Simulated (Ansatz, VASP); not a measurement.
## Two plane-wave programs on KCl

The input POSCAR:

```
KCl
1.0
    0.0000000000      3.5072828382      3.5072828382
    3.5072828382      0.0000000000      3.5072828382
    3.5072828382      3.5072828382      0.0000000000
K Cl
1 1
Direct
    0.0000000000      0.0000000000      0.0000000000
    0.2500000000      0.2500000000      0.2500000000
```

The input INCAR.step1:

```
  PREC = Accurate
  ENCUT = 520
  ISMEAR = 0
  SIGMA = 0.01
  LREAL = False
  LASPH = True
  NELM = 100
  NBANDS = 15
  GGA = PE
  ALGO = Normal
  EDIFF = 1E-4
  LWAVE = True
  LCHARG = False
```

Contents of INCAR.step2:

```
  PREC = Accurate
  ENCUT = 520
  EDIFF = 1E-7
  ISMEAR = 0
  SIGMA = 0.01
  LREAL = False
  LASPH = True
  NELM = 100
  ALGO = Normal
  ISIF = 2
  LWAVE = False
  LCHARG = False
  METAGGA = R2SCAN
  LMIXTAU = True
  NBANDS = 15
  ISTART = 1
```

Contents of KPOINTS:

```
regular mesh
0
Gamma
  6 6 6
```

Input for Ansatz:

```yaml
crystal:
  lattice:
    - [0.0, 3.5072828382, 3.5072828382]
    - [3.5072828382, 0.0, 3.5072828382]
    - [3.5072828382, 3.5072828382, 0.0]
  atoms:
    - { symbol: K, position: [0.0, 0.0, 0.0] }
    - { symbol: Cl, position: [0.25, 0.25, 0.25] }
kpoints:
  mp_grid: { grid: [6, 6, 6] }
  band_path:
    path:
      - [0.0, 0.0, 0.0]
      - [-0.5, -0.5, 0.0]
      - [-0.375, -0.375, 0.25]
      - [-0.375, 0.0, 0.375]
      - [0.0, 0.0, 0.5]
      - [-0.5, -0.25, 0.25]
      - [0.0, 0.416667, -0.416667]
    npoints: 1
hamiltonian:
  xc: r2scan
scf:
  occupations: { method: fixed }
  n_extra_bands: 4
output:
  forces: true
  stress: true
  eigenvalues: true
```

Alike in both runs: task single point; functional r2SCAN; k mesh 6 × 6 × 6; no spin polarisation.

|  | VASP | Ansatz |
| --- | --- | --- |
| version | VASP 6.6.1 | Ansatz 0.2.0 |
| potentials or method | VASP PAW PBE potentials, release 64 (K_sv, Cl) | plane waves, PAW |
| plane-wave cutoff (eV) | 520 | 500 |
| occupations | gaussian, width 0.01 eV | fixed |
| valence electrons in the cell | 16 | 16 |

```tsv
	VASP	Ansatz	Ansatz less VASP
gap on the k mesh at the Fermi level (eV)	5.35	5.35	-0.002
pressure (GPa)	0.0	0.0	+0.02
```

Caveats: the PAW data sets were made with another functional, which shifts forces and pressure a little (VASP). A k mesh can miss the band edges. r2SCAN opens gaps a little over a GGA but as a rule still falls short of measured ones.
